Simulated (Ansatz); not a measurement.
BaO: zone-centre modes

Level of theory: Ansatz, DFT PBEsol, scalar-relativistic, plane waves, PAW. Plane waves to 420 eV; Γ-centred k mesh 8×8×8; fixed occupations. No spin polarisation. Phonons by linear response, acoustic sum rule imposed.

Relaxed structure:
```xyz
2
Lattice="0.0000 2.7449 2.7449 2.7449 0.0000 2.7449 2.7449 2.7449 0.0000" Properties=species:S:1:pos:R:3 pbc="T T T"
Ba    0.0000    0.0000    0.0000
O     2.7449    2.7449    2.7449
```

**Question.** Is this structure stable against zone-centre distortions?

**Answer.** Yes, at Γ: no optical mode is imaginary. Strains and other wave vectors aren't tested by this run.

**Question.** List the optical modes at Γ without the LO field (i marks imaginary ones).

**Answer.**
```
frequency (meV) degeneracy IR intensity of the level ((D/Å)²/amu)
            9.6           3                                   37.26
```

Cost: 1 run of about 0.42 core-minutes, on Intel Xeon Platinum 8259CL (Skylake/Cascade Lake) (shared hosts).